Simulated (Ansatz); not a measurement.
Consider the substitution at a C–N bond: `N/C(O)=N\C=O` + `[SiH3]S` → `O=CS[SiH3]` + `N=C(N)O`.

Program: Ansatz. Geometries: PBE0-D4/def2-TZVP. ΔE: electronic, gas phase. CCSD(T)/CBS adds triple-zeta CCSD(T) − MP2 to the extrapolated MP2 energy (def2 sets, frozen cores). Functionals use def2-TZVPP. Each species was taken in one conformer, which may not be the lowest.

| level | ΔE (kJ/mol) |
| --- | --- |
| r2SCAN-D4 | 54.1 |
| B97M-V | 55.7 |
| PBE0-D4 | 58.1 |
| revPBE | 45.2 |

**Question.** What does CCSD(T)/CBS give? (Estimate.)

**Answer.** Ansatz gave: +49.0 kJ/mol. The listed levels differ from it by 5.1, 6.7, 9.1, -3.8 kJ/mol.

**Question.** What do rigid-rotor, harmonic-oscillator terms from PBE0-D4/def2-TZVP frequencies (298.15 K, 1 bar) make of the CCSD(T)/CBS value? (Estimate.)

**Answer.** Ansatz gave: ΔZPE = +3.3 kJ/mol, ΔH = +52.9 kJ/mol, ΔS = 8 J/(mol·K), ΔG = +50.4 kJ/mol.

Largest T1 diagnostic among the species: 0.017.

At CCSD(T), def2-SVP lies +12.1 kJ/mol from the extrapolated value and def2-TZVPP +2.4 kJ/mol. From BLYP to BHLYP (50 % exact exchange), in def2-TZVPP and without D4, ΔE moves by +16.3 kJ/mol. Leaving LDA and LC-ωPBE aside and taking each functional with its dispersion term where it has one, the values, not all of them listed here, spread over 15.4 kJ/mol, from BLYP-D4 to BHLYP-D4. LDA lies +17.8 kJ/mol from PBE without D4.

CCSD(T)/CBS has its own doubt, a few kJ/mol and more with outer-core shells, so smaller differences from it don't rank the levels.
